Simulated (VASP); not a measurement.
A run of VASP 6.6.1 is set up as follows.

The input INCAR:

```
SYSTEM = AgCl
  PREC = Accurate
  ENCUT = 600
  EDIFF = 1E-6
  ISMEAR = 0
  SIGMA = 0.03
  LREAL = .False.
  LASPH = .True.
  NELM = 80
  ALGO = Normal
  ISIF = 3
  LWAVE = .False.
  LCHARG = .False.
  GGA = PS
  IBRION = 2
  NSW = 90
  EDIFFG = -0.01
```

The input KPOINTS:

```
regular mesh
0
Gamma
  8 8 8
  0 0 0
```

File POSCAR:

```
AgCl
1.0
    0.0000000000      2.7350000000      2.7350000000
    2.7350000000      0.0000000000      2.7350000000
    2.7350000000      2.7350000000      0.0000000000
Ag Cl
1 1
Direct
    0.0000000000      0.0000000000      0.0000000000
    0.5000000000      0.5000000000      0.5000000000
```

Potentials or basis: VASP PAW PBE potentials, release 64 (Ag, Cl).

Run with:

```bash
$ cat potpaw_PBE.64/Ag/POTCAR potpaw_PBE.64/Cl/POTCAR > POTCAR
$ mpirun -np 1 vasp_std > vasp.out
```

**Question.** Estimate the band gap on the k mesh.

**Answer.** 0.72 eV, indirect (least direct gap 3.23 eV).

**Question.** What does it give for the relaxed cell?

**Answer.** a = 3.850 Å, b = 3.850 Å, c = 3.850 Å, α = 60.00°, β = 60.00°, γ = 60.00°.

Step by step:
```
step  energy change (eV)  largest force (eV/Å)  pressure (GPa)  volume (Å³)
   1              0.0000                0.0000           -0.74        40.92
   2             -0.0013                0.0000            0.01        40.36
```

Caveat: the PAW data sets were made with another functional, which shifts forces and pressure a little. A hybrid or GW would open this gap; PBEsol tends to underestimate it.
